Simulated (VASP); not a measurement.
# TiO2 (C2/m) in VASP: notebook

One crystal, TiO2, is run at these levels: PBE, LDA; tasks: relaxation of cell and atoms.

Program: VASP 6.6.1. These are calculated values, not measurements. Logs are shortened: lines on timing, memory, paths and dates and some standing lists are left out, and cuts for length are marked.

## Step 1: The structure

Symmetry: C2/m, No. 12, monoclinic system. The conventional cell has a = 12.307 Å, b = 3.767 Å, c = 6.616 Å, α = 90.00°, β = 106.95°, γ = 90.00°. Around Ti (site symmetry m) lie 5 O at 1.78 to 2.03 Å. Ti (site symmetry m) has 4 O at 1.86 to 1.94 Å as nearest neighbours. O (site symmetry m) is surrounded by 2 Ti at 1.86 to 1.93 Å. O (site symmetry m) has 3 Ti at 1.94 to 2.03 Å as nearest neighbours. O (site symmetry m) has 2 Ti at 1.78 to 1.87 Å as nearest neighbours. Around O (site symmetry m) lie 3 Ti at 1.96 to 2.16 Å.

The cell comes from a database or a generator and needn't be the stable form of this composition.

## Step 2: Relaxation of cell and atoms, PBE

Contents of INCAR:

```
  PREC = Accurate
  ENCUT = 300
  EDIFF = 1E-6
  ISMEAR = 0
  SIGMA = 0.03
  LREAL = F
  LASPH = T
  NELM = 80
  ALGO = Normal
  ISIF = 3
  LWAVE = F
  LCHARG = F
  GGA = PE
  IBRION = 2
  NSW = 90
  EDIFFG = -0.01
  KPAR = 4
```

Contents of KPOINTS:

```
Automatic mesh
0
Gamma
  4 4 2
```

Contents of POSCAR:

```
TiO2
1.0
    6.1535771931     -1.8834685000      0.0000000000
    6.1535771931      1.8834685000      0.0000000000
   -1.9283261078      0.0000000000      6.3289668713
Ti O
4 8
Direct
    0.8047140000      0.8047140000      0.7162380000
    0.0999290000      0.0999290000      0.7103980000
    0.1952860000      0.1952860000      0.2837620000
    0.9000710000      0.9000710000      0.2896020000
    0.0583525000      0.0583525000      0.3699790000
    0.6380690000      0.6380690000      0.7066030000
    0.1328115000      0.1328115000      0.0047090000
    0.9416475000      0.9416475000      0.6300210000
    0.7365115000      0.7365115000      0.3475000000
    0.8671885000      0.8671885000      0.9952910000
    0.2634885000      0.2634885000      0.6525000000
    0.3619310000      0.3619310000      0.2933970000
```

Potentials or basis: VASP PAW PBE potentials, release 64 (Ti_sv, O_s).

Command:

```bash
$ cat potpaw_PBE.64/Ti_sv/POTCAR potpaw_PBE.64/O_s/POTCAR > POTCAR
$ mpirun -np 4 vasp_std > vasp.out
```

OUTCAR:

```text
PREC = Accurate
   ENCUT = 300
   EDIFF = 1E-6
   ISMEAR = 0
   LREAL = F
   LASPH = T
   NELM = 80
   ISIF = 3
   GGA = PE
   IBRION = 2
   NSW = 90
   EDIFFG = -0.01

 ion  position               nearest neighbor table
   1  0.805  0.805  0.716-  10 1.78   8 1.93  11 1.96  11 1.96   6 2.03   9 2.34
   2  0.100  0.100  0.710-   8 1.86   7 1.87   6 1.94   6 1.94  11 2.16   5 2.16
   3  0.195  0.195  0.284-   7 1.78   5 1.93   9 1.96   9 1.96  12 2.03  11 2.34
   4  0.900  0.900  0.290-   5 1.86  10 1.87  12 1.94  12 1.94   9 2.16   8 2.16
   5  0.058  0.058  0.370-   4 1.86   3 1.93   2 2.16
   6  0.638  0.638  0.707-   2 1.94   2 1.94   1 2.03
   7  0.133  0.133  0.005-   3 1.78   2 1.87
   8  0.942  0.942  0.630-   2 1.86   1 1.93   4 2.16
   9  0.737  0.737  0.347-   3 1.96   3 1.96   4 2.16   1 2.34
  10  0.867  0.867  0.995-   1 1.78   4 1.87
  11  0.263  0.263  0.653-   1 1.96   1 1.96   2 2.16   3 2.34
  12  0.362  0.362  0.293-   4 1.94   4 1.94   3 2.03

  LATTYP: Found a base centered monoclinic cell.
 ALAT       =    12.3071543862
 B/A-ratio  =     0.3060770087
 C/A-ratio  =     0.5375907333
 COS(beta)  =    -0.2914546970

  Lattice vectors:

 A1 = (   6.1535771931,  -1.8834685000,   0.0000000000)
 A2 = (   6.1535771931,   1.8834685000,   0.0000000000)
 A3 = (  -1.9283261078,   0.0000000000,   6.3289668713)

Analysis of symmetry for initial positions (statically):
=====================================================================
 Subroutine PRICEL returns:
 Original cell was already a primitive cell.

 Routine SETGRP: Setting up the symmetry group for a
 base centered monoclinic supercell.

 Subroutine GETGRP returns: Found  4 space group operations
 (whereof  4 operations were pure point group operations)
 out of a pool of  4 trial point group operations.

The static configuration has the point symmetry C_2h.

Analysis of symmetry for dynamics (positions and initial velocities):
=====================================================================
 Subroutine PRICEL returns:
 Original cell was already a primitive cell.

 Routine SETGRP: Setting up the symmetry group for a
 base centered monoclinic supercell.

 Subroutine GETGRP returns: Found  4 space group operations
 (whereof  4 operations were pure point group operations)
 out of a pool of  4 trial point group operations.

The dynamic configuration has the point symmetry C_2h.

 Subroutine INISYM returns: Found  4 space group operations
 (whereof  4 operations are pure point group operations),
 and found     1 'primitive' translations

----------------------------------------------------------------------------------------

                                     Primitive cell

  volume of cell :     146.7063

  direct lattice vectors                    reciprocal lattice vectors
     6.153577193 -1.883468500  0.000000000     0.081253551 -0.265467673  0.024756544
     6.153577193  1.883468500  0.000000000     0.081253551  0.265467673  0.024756544
    -1.928326108  0.000000000  6.328966871     0.000000000  0.000000000  0.158003671

  length of vectors
     6.435368355  6.435368355  6.616212152     0.278725872  0.278725872  0.158003671

  position of ions in fractional coordinates (direct lattice)
     0.804714000  0.804714000  0.716238000
     0.099929000  0.099929000  0.710398000
     0.195286000  0.195286000  0.283762000
     0.900071000  0.900071000  0.289602000
     0.058352500  0.058352500  0.369979000
     0.638069000  0.638069000  0.706603000
     0.132811500  0.132811500  0.004709000
     0.941647500  0.941647500  0.630021000
     0.736511500  0.736511500  0.347500000
     0.867188500  0.867188500  0.995291000
     0.263488500  0.263488500  0.652500000
     0.361931000  0.361931000  0.293397000

  ion indices of the primitive-cell ions
   primitive index   ion index
                 1           1
                 2           2
                 3           3
                 4           4
                 5           5
                 6           6
                 7           7
                 8           8
                 9           9
                10          10
                11          11
                12          12

----------------------------------------------------------------------------------------

 KPOINTS: Automatic mesh

Automatic generation of k-mesh.
 Grid dimensions read from file:
 generate k-points for:    4    4    2

 Generating k-lattice:

  Cartesian coordinates                     Fractional coordinates (reciprocal lattice)
     0.020313388 -0.066366918  0.006189136     0.250000000  0.000000000  0.000000000
     0.020313388  0.066366918  0.006189136     0.000000000  0.250000000  0.000000000
     0.000000000  0.000000000  0.079001836     0.000000000  0.000000000  0.500000000

  Length of vectors
     0.069681468  0.069681468  0.079001836

  Shift w.r.t. Gamma in fractional coordinates (k-lattice)
     0.000000000  0.000000000  0.000000000

 Subroutine IBZKPT returns following result:
 ===========================================

 Found     14 irreducible k-points:

 Following reciprocal coordinates:
            Coordinates               Weight
  0.000000  0.000000  0.000000      1.000000
  0.250000  0.000000  0.000000      4.000000
  0.500000  0.000000  0.000000      2.000000
  0.250000  0.250000  0.000000      2.000000
  0.500000  0.250000 -0.000000      4.000000
 -0.250000  0.250000  0.000000      2.000000
  0.500000  0.500000  0.000000      1.000000
  0.000000  0.000000  0.500000      1.000000
  0.250000  0.000000  0.500000      4.000000
  0.500000  0.000000  0.500000      2.000000
  0.250000  0.250000  0.500000      2.000000
  0.500000  0.250000  0.500000      4.000000
 -0.250000  0.250000  0.500000      2.000000
  0.500000  0.500000  0.500000      1.000000
   k-points           NKPTS =     14   k-points in BZ     NKDIM =     14   number of bands    NBANDS=     57
   number of dos      NEDOS =    301   number of ions     NIONS =     12
   total plane-waves  NPLWV =  51840
   dimension x,y,z NGX =    36 NGY =   36 NGZ =   40
   dimension x,y,z NGXF=    72 NGYF=   72 NGZF=   80
   ions per type =               4   8
   NGX,Y,Z   is equivalent  to a cutoff of   9.30,  9.30, 10.05 a.u.
   NGXF,Y,Z  is equivalent  to a cutoff of  18.60, 18.60, 20.10 a.u.
 SYSTEM =  unknown system
   PREC   = accura    normal or accurate (medium, high low for compatibility)
   ISTART =      0    job   : 0-new  1-cont  2-samecut
   ICHARG =      2    charge: 1-file 2-atom 10-const
   ISPIN  =      1    spin polarized calculation?
   LNONCOLLINEAR =      F non collinear calculations
   LSORBIT =      F    spin-orbit coupling
   LASPH  =      T    aspherical Exc in radial PAW
   ENCUT  =  300.0 eV  22.05 Ry    4.70 a.u.   9.09  9.09  9.34*2*pi/ulx,y,z
   NELM   =     80;   NELMIN=  2; NELMDL= -5     # of ELM steps
   EDIFF  = 0.1E-05   stopping-criterion for ELM
   LREAL  =      F    real-space projection
   EDIFFG = -.1E-01   stopping-criterion for IOM
   NSW    =     90    number of steps for IOM
   IBRION =      2    ionic relax: 0-MD 1-quasi-New 2-CG
   NFREE  =      1    steps in history (QN), initial steepest desc. (CG)
   ISIF   =      3    stress and relaxation
   ISYM   =      2    0-nonsym 1-usesym 2-fastsym
   POTIM  = 0.5000    time-step for ionic-motion
   TEBEG  =    0.0;   TEEND  =   0.0 temperature during run
   PSTRESS=    0.0 pullay stress
   NELECT =      96.0000    total number of electrons
   NUPDOWN=      -1.0000    fix difference up-down
   EMIN   =  10.00;   EMAX   =-10.00  energy-range for DOS
   EFERMI =   0.00;   METHOD = LEGACY
   ISMEAR =     0;   SIGMA  =   0.03  broadening in eV -4-tet -1-fermi 0-gaus
   EFERMI_NEDOS =   21; number of points for ismear=-14 and -15
   IALGO  =     38    algorithm
   IMIX   =      4    mixing-type and parameters
     AMIX     =   0.40;   BMIX     =  1.00
     AMIX_MAG =   1.60;   BMIX_MAG =  1.00
  volume/ion in A,a.u.               =      12.23        82.50
  Fermi-wavevector in a.u.,A,eV,Ry     =   1.421289  2.685846 27.484606  2.020062
  Thomas-Fermi vector in A             =   2.542114
   LORBIT       =      0    0 simple, 1 ext, 2 COOP (PROOUT), +10 PAW based schemes
   GGA     = PE    functional components
   LHFCALC =     F    Hartree Fock is set to
   AEXX    =    0.0000 exact exchange contribution
   IVDW    =     0    specifies the selected vdW correction
   LEPSILON=     F    determine dielectric tensor
   LRPA    =     F    only Hartree local field effects (RPA)
 conjugate gradient relaxation of ions
 non-spin polarized calculation
 Gauss-broadening in eV      SIGMA  =   0.03
  energy-cutoff  :      300.00
  volume of cell :      146.71
 maximum number of plane-waves:      1748
   NGX = 19   NGY = 19   NGZ = 19

--------------------------------------- Ionic step        1  -------------------------------------------

 number of electron      95.9999964 magnetization

 Free energy of the ion-electron system (eV)
  ---------------------------------------------------
  ext. energy  EPLUGINS =         0.00000000
  ---------------------------------------------------
  free energy    TOTEN  =      -107.67711891 eV

  energy without entropy =     -107.67711891  energy(sigma->0) =     -107.67711891

------------------------ aborting loop because EDIFF is reached ----------------------------------------

  FORCE on cell =-STRESS in cart. coord.  units (eV):
  Direction    XX          YY          ZZ          XY          YZ          ZX
  --------------------------------------------------------------------------------------
  -------------------------------------------------------------------------------------
  Total       -1.4376072     -1.4719189     -1.2237412      0.0000000      0.0000000      0.0506426
  in kB      -15.7000845    -16.0748022    -13.3644578      0.0000000      0.0000000      0.5530670
  external PRESSURE =     -15.0464482 kB  Pullay stress =       0.0000000 kB
[... 119 lines left out ...]
  FREE ENERGIE OF THE ION-ELECTRON SYSTEM (eV)
  ---------------------------------------------------
  free  energy   TOTEN  =      -107.6827002491 eV

  energy  without entropy=     -107.6827002491  energy(sigma->0) =     -107.68270025

[... ionic steps 4 to 13 ...]

--------------------------------------- Ionic step       14  -------------------------------------------

 number of electron      95.9999956 magnetization

------------------------ aborting loop because EDIFF is reached ----------------------------------------
[... 87 lines left out ...]
--------------------------------------- Ionic step       16  -------------------------------------------

 number of electron      95.9999956 magnetization

 Free energy of the ion-electron system (eV)
  ---------------------------------------------------
  ext. energy  EPLUGINS =         0.00000000
  ---------------------------------------------------
  free energy    TOTEN  =      -107.68414921 eV

  energy without entropy =     -107.68414921  energy(sigma->0) =     -107.68414921

 E-fermi :   3.1279     XC(G=0): -10.3171

 val. band max:        2.8985519393   @ k =  -0.2500   0.2500   0.5000
 cond. band min:       5.6346277007   @ k =   0.0000   0.0000   0.0000
 fundamental gap:      2.7360757615
 Fermi energy:         3.1279073140

 k-point     1 :       0.0000    0.0000    0.0000
  band No.  band energies     occupation
      1     -53.2448      2.00000
      2     -53.2328      2.00000
      3     -53.1420      2.00000
      4     -53.1362      2.00000
      5     -29.6840      2.00000
      6     -29.6361      2.00000
[... 868 lines left out ...]
  FREE ENERGIE OF THE ION-ELECTRON SYSTEM (eV)
  ---------------------------------------------------
  free  energy   TOTEN  =      -107.6841492052 eV

  energy  without entropy=     -107.6841492052  energy(sigma->0) =     -107.68414921

 reached required accuracy - stopping structural energy minimisation
```

Wall time 2.1 min (4 MPI ranks of Intel Xeon 6975P-C (Granite Rapids), shared host); peak memory 0.22 GiB.

These settings aren't checked as converged: the numbers below hold their error.

What came out:

```yaml
Free_energy: -107.6841 eV
Relaxed_volume: 12.13 Å³/atom
Relaxed_cell: a = 6.416 Å, b = 6.416 Å, c = 6.608 Å, α = 106.25°, β = 106.25°, γ = 34.04°
Space_group_after_relaxing_to_0.05_Å: C2/m (No. 12)
Energy_gained_by_relaxing: 0.6 meV/atom
Ionic_steps: 16
Largest_force_after_relaxing: 0.009 eV/Å
Band_gap_on_the_k_mesh: 2.74 eV, indirect (least direct gap 2.92 eV)
```

Caveat: the k mesh is coarse (spacing up to 0.50 Å⁻¹), so the values aren't converged; the cutoff is under 1.25 times the usual one of these potentials, so pressure, stress and relaxed cells hold a basis-set (Pulay) error.

## Step 3: Relaxation of cell and atoms, PBE

This run uses another cell than the first one, of 12.13 Å³/atom, 0.993 times its volume.

INCAR: that of step 2 with these lines changed.

```diff
@@ -2,3 +2,3 @@
   ENCUT = 300
-  EDIFF = 1E-6
+  EDIFF = 1E-7
   ISMEAR = 0
@@ -15,3 +15,3 @@
   NSW = 90
-  EDIFFG = -0.01
+  EDIFFG = -0.005
   KPAR = 4
```

KPOINTS is that of step 2.

Contents of POSCAR:

```
TiO2                                    
1.0
    6.1349803332     -1.8780574448     -0.0057294502
    6.1349803332      1.8780574448     -0.0057294502
   -1.9284135422      0.0000000000      6.3207494034
  Ti              O             
     4     8
Direct
     0.8058892515037046    0.8058892515037046    0.7171461886627143
     0.1008498891767920    0.1008498891767920    0.7096457944258420
     0.1941107484962954    0.1941107484962954    0.2828538113372859
     0.8991501108232082    0.8991501108232082    0.2903542055741581
     0.0583384722353872    0.0583384722353872    0.3704849718855233
     0.6387371135420200    0.6387371135420200    0.7069565815098384
     0.1322998097348412    0.1322998097348412    0.0032187997137019
     0.9416615277646125    0.9416615277646125    0.6295150281144767
     0.7358562393912221    0.7358562393912221    0.3469453568911214
     0.8677001902651589    0.8677001902651589    0.9967812002862980
     0.2641437606087779    0.2641437606087779    0.6530546431088785
     0.3612628864579801    0.3612628864579801    0.2930434184901616
```

Potentials or basis: VASP PAW PBE potentials, release 64 (Ti_sv, O_s).

Command:

```bash
$ cat potpaw_PBE.64/Ti_sv/POTCAR potpaw_PBE.64/O_s/POTCAR > POTCAR
$ mpirun -np 4 vasp_std > vasp.out
```

Run time: 64 s. Hardware: 4 MPI ranks of Intel Xeon 6975P-C (Granite Rapids), shared host; peak memory 0.22 GiB.

These settings aren't checked as converged: the numbers below hold their error.

What came out:

| Quantity | Value |
| --- | --- |
| Free energy | -107.6709 eV |
| Relaxed volume | 12.13 Å³/atom |
| Relaxed cell | a = 6.415 Å, b = 6.415 Å, c = 6.607 Å, α = 106.26°, β = 106.26°, γ = 34.04° |
| Space group after relaxing (to 0.05 Å) | C2/m (No. 12) |
| Energy gained by relaxing | 0.0 meV/atom |
| Ionic steps | 8 |
| Largest force after relaxing | 0.004 eV/Å |
| Band gap on the k mesh | 2.74 eV, indirect (least direct gap 2.92 eV) |

Caveat: the k mesh is coarse (spacing up to 0.50 Å⁻¹), so the values aren't converged; the cutoff is under 1.25 times the usual one of these potentials, so pressure, stress and relaxed cells hold a basis-set (Pulay) error.

[end of part 1 of 2]
